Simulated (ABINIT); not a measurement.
## Ti in ABINIT: the effect of functional

The system is Ti.

```
Ti
1.0
     4.56737    0.00000    0.00000
    -2.28369    3.95546    0.00000
     0.00000    0.00000    2.82624
Ti
3
Cartesian
  2.2837 1.3185 1.4131
  0.0000 2.6370 1.4131
  0.0000 0.0000 0.0000
```

This isn't the form of Ti at room conditions, which is hcp.

Alike in all runs:

* Program: ABINIT 10.8.3 (patched build)
* Task: band structure
* Potentials or basis: JTH PAW PBE v2.0
* Cutoff: 490 eV
* k mesh: 7 × 7 × 9
* Occupations: fermi-dirac, width 0.05 eV
* Spin: no spin polarisation

```tsv
functional	pressure (GPa)
LDA	-7.7
PBEsol	-3.5
BLYP	?
AM05	-3.2
r2SCAN	-0.8
SCAN	-1.4
```

What does the run with functional BLYP give?

Pressure 3.5 GPa.

Caveats: the PAW data sets were made with another functional, which shifts forces and pressure a little.

Runs at the PBE level aren't shown here.
